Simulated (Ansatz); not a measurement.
**Energy ranking of Mg structures (sheets)**

These are results of DFT PBE, scalar-relativistic, plane waves, PAW in Ansatz 0.2.0, not measurements. All cells share a 420 eV cutoff and Γ-centred k meshes spaced at most about 0.3 Å⁻¹ (about 0.25 or finer for metals, 2π included). No spin polarisation.

Energies count from the standard state of Mg at the same level.

Temperature and zero-point effects are left out. Only the structures computed here compete, so a lower one can exist. For metals, differences of a few meV/atom aren't resolved.

Invented guesses were relaxed alike, and ends that match in structure were merged. ΔE counts from the first row. Coordination counts all near atoms (those within 1.25 times the shortest distance at each site). All are two-dimensional sheets, periodic along a and b, with vacuum along c.

```tsv
#	reached from	layer group	atoms	Å²/atom	coordination	ΔE (meV/atom)	gap on mesh (eV)
1	random sheet	p-3m1 (No. 72)	2	4.2	Mg 9	0	0.00
2	random sheet	p4/mmm (No. 61)	2	4.4	Mg 5	282	0.00
3	random sheet	p6/mmm (No. 80)	1	8.1	Mg 6	286	0.00
4	random sheet	p6/mmm (No. 80)	3	10.5	Mg 4	631	0.00
5	random sheet	p6/mmm (No. 80)	2	11.9	Mg 3	733	0.00
```

The lowest: Layer group p-3m1 (No. 72), a = 3.100 Å, b = 3.100 Å, γ = 120.0°, thickness 2.69 Å between the outermost nuclei. Mg at height 0.00 Å has 9 Mg at 3.10–3.23 Å. Its energy over the standard state is +0.30 eV/atom. So it is a metastable form at best.

```
Mg
1.0
     3.10048    0.00000    0.00000
    -1.55024    2.68510    0.00000
     0.00000    0.00000   29.23643
Mg
2
Direct
  0.33333 0.66667 0.22764
  0.66667 0.33333 0.31962
```

The second: Layer group p4/mmm (No. 61), a = 2.962 Å, b = 2.962 Å, γ = 90.0°, thickness 3.09 Å between the outermost nuclei. Mg at height 0.00 Å has 5 Mg at 2.96–3.09 Å. Counting all near atoms, the first has Mg 9 and the second has Mg 5. Cells relaxed within their symmetry can be saddle points. Some candidate types were left out of the draw beforehand, so a known form may be missing.
